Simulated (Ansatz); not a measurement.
Wires are cut from relaxed bulk GaN (F-43m, not its usual structure, 11.76 Å³/atom, gap on the mesh 1.54 eV); atoms and period are relaxed, and energies count from that bulk. Caps count from half an H2 molecule.

Theory: DFT PBE, scalar-relativistic, plane waves, PAW (Ansatz).

Cutoff 420 eV, Gaussian smearing of 0.05 eV, energies at zero smearing, symmetry of each start kept, no spin polarisation.

```tsv
start	atoms	k mesh	excess energy (eV per host atom)	line energy (eV/Å)	period (Å)	gap on the mesh (eV)	highest filled level or Fermi level under vacuum (eV)
[111] wire, 8 host atoms a period with H caps	22	1×1×4	-0.048	-0.051	7.576	4.97	6.51
[111] wire, 12 host atoms a period with H caps	30	1×1×4	-0.019	-0.030	7.733	4.68	6.24
```

Each run keeps its start's symmetry and one magnetic start, so lower states can exist.

Cost: 2 runs of about 38 core-minutes in all, on Arm Neoverse N1 (shared hosts).